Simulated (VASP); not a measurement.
A run of VASP 6.6.1:

File INCAR:

```
SYSTEM = PtS2
PREC = Accurate
ENCUT = 520
EDIFF = 1E-7
ISMEAR = 0
SIGMA = 0.05
LREAL = .FALSE.
LASPH = .TRUE.
NELM = 80
ALGO = Normal
ISIF = 2
LWAVE = .FALSE.
LCHARG = .FALSE.
ISPIN = 2
MAGMOM = 0.5 0 0
LORBIT = 11
LMAXMIX = 4
LDAU = .TRUE.
LDAUTYPE = 2
LDAUL = 2 -1
LDAUU = 5 0
LDAUJ = 0 0
LDAUPRINT = 1
GGA = CA
```

KPOINTS

```
Automatic mesh
0
G
  6 6 4
  0 0 0
```

Contents of POSCAR:

```
PtS2
1.0
    3.1165126000     -1.9104842100      0.0000000000
    3.1165126000      1.9104842100      0.0000000000
   -0.0030682400      0.0000000000      4.3949362900
Pt S
1 2
Direct
    0.0000000000      0.0000000000      0.0000000000
    0.6879000000      0.6879000000      0.2889000000
    0.3121000000      0.3121000000      0.7111000000
```

Potentials or basis: VASP PAW LDA potentials, release 64 (Pt, S).

Launch:

```sh
$ cat potpaw_LDA.64/Pt/POTCAR potpaw_LDA.64/S/POTCAR > POTCAR
$ mpirun -np 1 vasp_std > vasp.out
```

Hardware: 1 thread of Intel(R) Xeon(R) Platinum 8259CL CPU @ 2.50GHz (Skylake/Cascade Lake), on a shared host.

Q: Estimate the wall time of this run.

A: Wall time 62 s on 1 thread of Intel(R) Xeon(R) Platinum 8259CL CPU @ 2.50GHz (Skylake/Cascade Lake) (shared host), peak memory 0.2 GiB. Counts: scf iterations 16, k points 47.
